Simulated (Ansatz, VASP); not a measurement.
**Mg: VASP beside Ansatz**

INCAR

```
SYSTEM = Mg
PREC = Accurate
ENCUT = 600
EDIFF = 1E-6
ISMEAR = 0
SIGMA = 0.1
LREAL = .FALSE.
LASPH = .TRUE.
NELM = 100
ALGO = Normal
ISIF = 3
LWAVE = .FALSE.
LCHARG = .FALSE.
GGA = PE
IBRION = 2
NSW = 80
EDIFFG = -0.01
```

KPOINTS

```
Automatic mesh
0
G
  16 16 16
  0 0 0
```

File POSCAR:

```
Mg
1.0
    0.0000000000      2.2593346182      2.2593346182
    2.2593346182      0.0000000000      2.2593346182
    2.2593346182      2.2593346182      0.0000000000
Mg
1
Direct
    0.0000000000      0.0000000000      0.0000000000
```

Input for Ansatz:

```yaml
crystal:
  lattice:
    - [0.0, 2.2593346182, 2.2593346182]
    - [2.2593346182, 0.0, 2.2593346182]
    - [2.2593346182, 2.2593346182, 0.0]
  atoms:
    - { symbol: Mg, position: [0.0, 0.0, 0.0] }
basis:
  ecutwfc: 420
kpoints:
  mp_grid: { grid: [16, 16, 16] }
hamiltonian:
  xc: pbe
scf:
  occupations: { method: gaussian, width: 0.1 }
output:
  forces: true
  stress: true
  eigenvalues: true
relax:
  adjacent_minimum: "off"
  f_tol: 0.01
  max_steps: 60
  cell: { stress_tol: 0.1 }
```

Alike in both runs: task relaxation of cell and atoms; functional PBE; k mesh 16 × 16 × 16; occupations gaussian, width 0.1 eV; no spin polarisation.

|  | VASP | Ansatz |
| --- | --- | --- |
| version | VASP 6.6.1 | Ansatz 0.2.0 |
| potentials or method | VASP PAW PBE potentials, release 64 (Mg) | scalar-relativistic, plane waves, PAW |
| plane-wave cutoff (eV) | 600 | 420 |
| valence electrons in the cell | 2 | 10 |

|  | VASP | Ansatz | Ansatz less VASP |
| --- | --- | --- | --- |
| gap on the k mesh at the Fermi level, each at its own relaxed structure (eV) | none | none | - |
| relaxed volume (Å³/atom) | 23.07 | 23.07 | 0.000 |
| relaxed cell length with the largest relative difference (Å) | 3.195 | 3.195 | 0.0000 |

A gap of «none» marks a metal or a gap that the smearing closes. The two sets of potentials don't hold the same shells in valence.

Caveats: the relaxation stopped at its first step, so nothing moved.
